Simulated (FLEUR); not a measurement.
## CsH under changes of volume

One of the cells (32.401 Å³/atom); the others are scaled copies at fixed shape and fractional positions:

```
Cs H
1.0
     0.00000    3.18800    3.18800
     3.18800    0.00000    3.18800
     3.18800    3.18800    0.00000
Cs H
1 1
Direct
  0.00000 0.00000 0.00000
  0.50000 0.50000 0.50000
```

```yaml
Program: FLEUR MaX-R8.1 (later development tree)
Functional: LDA
Potentials_or_basis: all-electron
Basis: FLAPW
Kmax: 4.1 1/bohr
k_mesh: 7 × 7 × 7
Occupations: fermi-dirac, width 0.05 eV
Spin: no spin polarisation
```

```tsv
volume (Å³/atom)	energy over the lowest point (meV/atom)	gap on the mesh (eV)
30.457	0.00	2.17
31.105	3.47	2.19
32.401	12.43	2.24
33.697	23.66	2.27
34.345	?	?
```

Problem. What does the run at 34.345 Å³/atom give?

Solution. Energy over the lowest point 29.99 meV/atom; gap on the mesh 2.29 eV.

Worked out: A Birch-Murnaghan fit of order 2 (a polynomial in V^(-2/3)) to the other rows has no minimum within the range. It gives 29.97 meV/atom at 34.345 Å³/atom, against the run's 29.99. A straight line through the other rows of the gap, of slope 1.02 eV per unit of ln V (its deformation potential), extrapolates to 2.29 eV, against the run's 2.29.

Energies are extrapolated to zero smearing.

Caveats: spin-orbit coupling is left out, which moves the levels of the heavy elements; an odd mesh through Γ misses points on the zone boundary, where band edges often lie.
